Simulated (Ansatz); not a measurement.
## TiO$_{2}$ (P4_2/mnm), a vibration from a frozen displacement

These are results of DFT PBEsol, scalar-relativistic, plane waves, PAW in Ansatz 0.2.0, not measurements. The runs took a 420 eV cutoff, a Γ-centred 6×6×10 mesh and Gaussian smearing (0.05 eV). No spin polarisation. Energies are free energies at this smearing, counted from the undisturbed cell; pressure is positive in compression.

The starting cell (relaxed at this level):

```xyz
6
Lattice="4.5912 0.0000 0.0000 0.0000 4.5912 0.0000 0.0000 0.0000 2.9390" Properties=species:S:1:pos:R:3 pbc="T T T"
Ti    0.0000    0.0000    0.0000
Ti    2.2956    2.2956    1.4695
O     1.3978    1.3978    0.0000
O     0.8979    3.6934    1.4695
O     3.1935    3.1935    0.0000
O     3.6934    0.8979    1.4695
```

Atom 1 (Ti) is moved by x along the Cartesian unit vector (0.000, 0.000, 1.000); the cell and all other atoms stay fixed. The cell's volume is 61.95 Å³; the moved atoms weigh 47.867 u together and the others 111.863 u. Some rows repeat others by symmetry and weren't run.

```csv
x (Å),ΔE (meV/cell),total force on the moved atoms along the move (eV/Å),pressure (GPa)
-0.4500,1016.01,7.6373,16.2841
-0.3750,545.24,5.0029,11.1132
-0.3000,251.73,2.9197,6.9770
-0.2250,92.48,1.4260,3.8556
-0.1500,23.24,0.5135,1.6906
-0.0750,2.81,0.1029,0.4181
0.0000,0.00,0.0000,-0.0021
0.0750,2.81,-0.1029,0.4181
0.1500,23.24,-0.5135,1.6906
0.2250,92.48,-1.4260,3.8556
0.3000,251.73,-2.9197,6.9770
0.3750,545.24,-5.0029,11.1132
0.4500,1016.01,-7.6373,16.2841
```

Problem. What frequency belongs to this motion?

Solution. The force constant is k = −dF/dx = 1.372 eV/Å², from the parabola through x = -0.0750, 0 and 0.0750. In every cell the moved atoms swing against the rest, so the mass is μ = m₁m₂/(m₁ + m₂) = 33.522 u, and ν̃ = 521.5 cm⁻¹ × √(|k|/μ) = 105 cm⁻¹. Steps this long are already anharmonic: the energies of the same points give k = 0.998 eV/Å², so the harmonic k is uncertain by that gap or more. The pattern needn't be a normal mode: ν̃² is then a weighted mean of the squared nonzero frequencies at the zone centre of this cell, taken without macroscopic field, so it lies between the lowest and the highest of them.

Problem. How far does the harmonic law reach?

Solution. At x = -0.450 Å, kx²/2 = 138.92 meV against the computed 1016.01 meV (+631.4 %): the well stiffens in this direction at large amplitude.

Cost: 7 runs of about 1.1 core-minutes in all, on Intel Xeon Platinum 8488C (Sapphire Rapids) (shared hosts).